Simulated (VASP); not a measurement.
Crystal: Ti3Pt.

```
Ti Pt
1.0
     5.03000    0.00000    0.00000
     0.00000    5.03000    0.00000
     0.00000    0.00000    5.03000
Ti Pt
6 2
Direct
  0.25000 0.00000 0.50000
  0.50000 0.75000 0.00000
  0.75000 0.00000 0.50000
  0.50000 0.25000 0.00000
  0.00000 0.50000 0.75000
  0.00000 0.50000 0.25000
  0.00000 0.00000 0.00000
  0.50000 0.50000 0.50000
```

```yaml
Program: VASP 6.6.1
Task: relaxation of cell and atoms
Functional: PBEsol
Potentials_or_basis: VASP PAW PBE potentials, release 64 (Ti_sv, Pt)
Cutoff: 600 eV
k_mesh: 8 × 8 × 8
Occupations: methfessel-paxton, width 0.1 eV
Spin: no spin polarisation
```

At the start: pressure -5.0 GPa; volume 15.91 Å³/atom.

Question: Where does the relaxation end?

Answer: Over 3 steps the energy falls by 7.7 meV/atom and the volume is 15.43 Å³/atom (-3.0 %); space group Pm-3n (No. 223, to 0.05 Å).

The path:
```tsv
step	energy change (eV)	largest force (eV/Å)	pressure (GPa)	volume (Å³)
1	0.0000	0.0000	-4.98	127.26
2	0.0562	0.0000	7.80	118.37
3	-0.0617	0.0000	-0.01	123.43
```

Final structure:
```
CELL_PARAMETERS angstrom
4.97903 0.00000 0.00000
0.00000 4.97903 0.00000
0.00000 0.00000 4.97903
ATOMIC_POSITIONS crystal
Ti 0.25000 0.00000 0.50000
Ti 0.50000 0.75000 0.00000
Ti 0.75000 0.00000 0.50000
Ti 0.50000 0.25000 0.00000
Ti 0.00000 0.50000 0.75000
Ti 0.00000 0.50000 0.25000
Pt 0.00000 0.00000 0.00000
Pt 0.50000 0.50000 0.50000
```

Caveat: the PAW data sets were made with another functional, which shifts forces and pressure a little.
